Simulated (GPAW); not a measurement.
Write an ASE script for GPAW 26.7.0 that does the following.

```yaml
Task: eps q
Functional: r2SCAN
Potentials_or_basis: GPAW PAW data sets (gpaw-data 1.2.1)
Cutoff: 600 eV
Basis: pw
k_mesh: 5 × 5 × 7
Occupations: fermi-dirac, width 0.001 eV
Spin: no spin polarisation
Kernel: ALDA
Response_ecut: 50 eV
Maxiter: 150
Response_k_mesh: 4 × 4 × 6
Response_bands: 86
```

SnO2 (Cassiterite):

```
Sn O
1.0
     4.73800    0.00000    0.00000
     0.00000    4.73800    0.00000
     0.00000    0.00000    3.18650
Sn O
2 4
Direct
  0.50000 0.50000 0.50000
  0.00000 0.00000 0.00000
  0.80710 0.19290 0.50000
  0.19290 0.80710 0.50000
  0.30710 0.30710 0.00000
  0.69290 0.69290 0.00000
```

These files were run (other wordings do the same):

run.py

```python
import numpy as np
from ase.dft.bandgap import bandgap
from ase.io import write
from ase.spacegroup import crystal
from gpaw import GPAW, PW
from gpaw.response.df import DielectricFunction

# Sn 2a
# O 4f
atoms = crystal(['Sn', 'O'],
                basis=[[0.5, 0.5, 0.5],
                       [0.8071, 0.1929, 0.5]],
                spacegroup=136, setting=1,  # P4_2/mnm
                cellpar=[4.738, 4.738, 3.1865, 90.0, 90.0, 90.0],
                primitive_cell=True)

calc = GPAW(mode=PW(600),
            xc='MGGA_X_R2SCAN+MGGA_C_R2SCAN',
            kpts={'size': (5, 5, 7), 'gamma': True},
            occupations={'name': 'fermi-dirac', 'width': 0.001},
            nbands=43,
            convergence={'density': 1e-06},
            maxiter=150,
            txt='gpaw.txt')
atoms.calc = calc
energy = atoms.get_potential_energy()
calc.write('gs.gpw')
write('result.traj', atoms)
print(f'Energy: {energy:.6f} eV')
print('Fermi level:', round(calc.get_fermi_level(), 4), 'eV')
print(f'Gap: {bandgap(calc)[0]:.4f} eV, direct: {bandgap(calc, direct=True)[0]:.4f} eV')

dense = calc.fixed_density(kpts={'size': (4, 4, 6), 'gamma': True},
                           nbands=92, convergence={'bands': 86},
                           update_fermi_level=True, txt='dense.txt')
dense.write('dense.gpw', mode='all')

df = DielectricFunction('dense.gpw', frequencies=np.array([0.0]), hilbert=False, eta=0.001,
                        ecut=50, nbands=86, txt='df.txt')
for q_c in [[0.25, 0.25, 0.0], [0.5, 0.5, 0.0], [0.75, 0.75, 0.0], [0.0, 0.0, 0.1666666667], [0.0, 0.0, 0.3333333333], [0.0, 0.0, 0.5], [0.0, 0.0, 0.6666666667], [0.0, 0.0, 0.8333333333]]:
    e0, e = df.get_dielectric_function(xc='ALDA', q_c=q_c, filename=None)
    q = np.linalg.norm(2 * np.pi * np.array(q_c) @ atoms.cell.reciprocal())
    print(q_c, f'|q| = {q:.4f} 1/A: eps {e0[0].real:.4f} without, {e[0].real:.4f} with local fields')
```

Potentials or basis: GPAW PAW data sets (gpaw-data 1.2.1), pw.

Run with:

```sh
$ OMP_NUM_THREADS=1 python run.py
```

It gave:

```yaml
Band_gap_on_the_k_mesh: 2.01 eV, direct
```

Caveat: response on these states lacks terms of the Hamiltonian; spin-orbit coupling is left out, which moves the levels of the heavy elements.

Run time: 14 min on 1 thread of Arm Neoverse V1 (shared host), peak memory 1 GiB.
